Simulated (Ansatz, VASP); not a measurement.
MnO2 in VASP and in Ansatz

Contents of INCAR:

```
PREC = Accurate
ENCUT = 520
EDIFF = 1E-6
ISMEAR = 0
SIGMA = 0.1
LREAL = False
LASPH = True
NELM = 150
ALGO = Fast
ISIF = 2
LWAVE = False
LCHARG = False
ISPIN = 2
MAGMOM = 4.5 4.5 0 0 0 0
LORBIT = 11
LMAXMIX = 4
LDAU = True
LDAUTYPE = 2
LDAUL = 2 -1
LDAUU = 6.3 0
LDAUJ = 0 0
LDAUPRINT = 1
GGA = PE
NBANDS = 38
```

The input KPOINTS:

```
regular mesh
0
Gamma
  5 5 7
```

The input POSCAR:

```
MnO2
1.0
    4.3983000000      0.0000000000      0.0000000000
    0.0000000000      4.3983000000      0.0000000000
    0.0000000000      0.0000000000      2.8730000000
Mn O
2 4
Direct
    0.0000000000      0.0000000000      0.0000000000
    0.5000000000      0.5000000000      0.5000000000
    0.3051500000      0.3051500000      0.0000000000
    0.1948500000      0.8051500000      0.5000000000
    0.6948500000      0.6948500000      0.0000000000
    0.8051500000      0.1948500000      0.5000000000
```

Input for Ansatz:

```yaml
crystal:
  lattice:
    - [4.3983, 0.0, 0.0]
    - [0.0, 4.3983, 0.0]
    - [0.0, 0.0, 2.873]
  atoms:
    - { symbol: Mn, position: [0.0, 0.0, 0.0], spin: 4.5 }
    - { symbol: Mn, position: [0.5, 0.5, 0.5], spin: 4.5 }
    - { symbol: O, position: [0.30515, 0.30515, 0.0] }
    - { symbol: O, position: [0.19485, 0.80515, 0.5] }
    - { symbol: O, position: [0.69485, 0.69485, 0.0] }
    - { symbol: O, position: [0.80515, 0.19485, 0.5] }
magnetization:
  spin_polarized: true
hamiltonian:
  xc: pbe
  pseudopotentials: { kind: paw }
  hubbard: { sites: [{ species: Mn, l: d, u_eff: 6.3 }] }
basis:
  ecutwfc: 420
kpoints:
  mp_grid: { grid: [5, 5, 7] }
scf:
  occupations: { method: gaussian, width: 0.1 }
  lower_state_search: "off"
output:
  forces: true
  stress: true
```

Alike in both runs: task single point; functional PBE; k mesh 5 × 5 × 7; occupations gaussian, width 0.1 eV; collinear spin; Hubbard terms Mn d U = 6.3 eV.

|  | VASP | Ansatz |
| --- | --- | --- |
| version | VASP 6.6.1 | Ansatz 0.2.0 |
| potentials or method | VASP PAW PBE potentials, release 64 (Mn_pv, O) | PAW, plane waves, scalar-relativistic |
| plane-wave cutoff (eV) | 520 | 420 |
| valence electrons in the cell | 50 | 54 |

VASP gave:

| Quantity | Value |
| --- | --- |
| pressure (GPa) | 17.6 |
| largest component of the traceless stress (GPa) | 5.06 |
| rms of the force components (eV/Å) | 0.095 |
| net moment per atom (μB) | 1.01 |
| size of the moment on the site where the two differ most (μB) | 3.28 |

Task: Estimate Ansatz's values.

Result: Pressure (GPa): 18.4; largest component of the traceless stress (GPa): 5.93; rms of the force components (eV/Å): 0.096; net moment per atom (μB): 1.01; size of the moment on the site where the two differ most (μB): 2.91.

Site moments also hang on the region over which each program counts them. The programs project onto different local orbitals, so the same U acts differently. Atom by atom the forces differ by 0.001 eV/Å (rms over components). The two sets of potentials don't hold the same shells in valence. Ansatz warned: «filled_band_counts_differ_across_k_points».

The state reached can hang on the start; a lower one may exist.
